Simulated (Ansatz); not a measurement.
The cell is a 4-atom cell of BN started from a crystallographic database; cell and atoms were relaxed with r2SCAN+rVV10. The symmetry is P6_3/mmc (No. 194, hexagonal); a = 2.501 Å, c = 6.524 Å in the conventional setting, 8.83 Å³ an atom. B has 3 N at 1.44 Å; N has 3 B at 1.44 Å.

```yaml
crystal:
  lattice:
    - [2.50058, 0.00000, 0.00000]
    - [-1.25029, 2.16557, 0.00000]
    - [0.00000, 0.00000, 6.52364]
  atoms:
    - { symbol: B, position: [0.33333, 0.66667, 0.25000] }
    - { symbol: B, position: [0.66667, 0.33333, 0.75000] }
    - { symbol: N, position: [0.33333, 0.66667, 0.75000] }
    - { symbol: N, position: [0.66667, 0.33333, 0.25000] }
```

The questions ask for values computed with Ansatz 0.2.0 on this geometry. Calculated for a static, non-magnetic cell.

Given (12×12×4 mesh): The r2SCAN gap is indirect, 4.76 eV (K–Γ (0.09 of the way from K) to M), below the direct gap of 5.22 eV at M.

Task: How does the gap change from r2SCAN to LDA (12×12×4)?

Result: The LDA gap is indirect, 4.01 eV (K–Γ (0.09 of the way from K) to M), below the direct gap of 4.47 eV at M. The gap differs by -0.75 eV from r2SCAN's.

Task: How does the gap change from r2SCAN to PBE (12×12×4)?

Result: With PBE the valence top lies at K–Γ (0.10 of the way from K) and the conduction bottom at M, 4.21 eV higher; the smallest vertical gap, at H, is 4.65 eV. The gap differs by -0.55 eV from r2SCAN's.

Task: How does the gap change from r2SCAN to r2SCANh (9×9×4)?

Result: The r2SCANh gap is indirect, 5.50 eV (K–Γ (0.09 of the way from K) to M), below the direct gap of 5.97 eV at M. The gap differs by +0.74 eV from r2SCAN's.

Task: Estimate the gap with DDH-PBE0 on 9×9×4.

Result: With DDH-PBE0 the valence top lies at K–Γ (0.09 of the way from K) and the conduction bottom at M, 6.20 eV higher; the smallest vertical gap, at M, is 6.70 eV. The share of exact exchange is 0.242. The gap differs by +1.44 eV from r2SCAN's.

Task: What does G0W0@PBE with 261 empty bands, a screening cutoff of 220 eV and a 6×6×2 mesh give?

Result: 5.85 eV (PBE's gap over the path plus the quasiparticle shift read on the mesh). Over the mesh points the PBE gap of 4.27 eV becomes a quasiparticle gap of 5.90 eV (H to M), a change of +1.63 eV. Renormalisation factors Z lie between 0.75 and 0.84. No extrapolation in bands, cutoff or mesh was made for G0W0.

Task: What are ε∞ and the Born charges with r2SCAN?

Result: The electronic dielectric tensor ε∞ is 4.46 along x and y, 2.71 along z. Born charges, averaged over directions: B +2.08, N -2.08 e.

Task: How do the levels compare, in gap and in cost?

Result: Taking G0W0@PBE (261 empty bands, 220 eV, 6×6×2), 5.85 eV, as the yardstick (a computed one, not at the basis limit), HSE06 comes nearest, -0.33 eV off, at about 40 times r2SCAN's cost; G0W0 itself took about 18 times r2SCAN's cost. The others: r2SCANh -0.35, DDH-PBE0 +0.35, PBE0 +0.41, r2SCAN -1.09, PBE -1.64, LDA -1.84 eV. The yardstick still moved by +0.17 eV in its last step of bands and cutoff, so this order can change. r2SCAN covers 42 % of the step from PBE to HSE06, while HSE06 needs about 40 times r2SCAN's cost (on a coarser mesh). All these functionals give a gap of the same kind, indirect.

Where an edge lies off the special points, it is a point of the mesh or the k point where a search put PBE's edge or least direct gap, reused for the other functionals, whose own edges may lie a little apart; PBE's own value is read along its path and can be a few hundredths of an eV high.

The meshes of the hybrids are coarse, so their gaps aren't converged to the digits shown.

Set aside, since their points miss a band edge that the other levels read or their mesh is too coarse: LC-ωPBE.
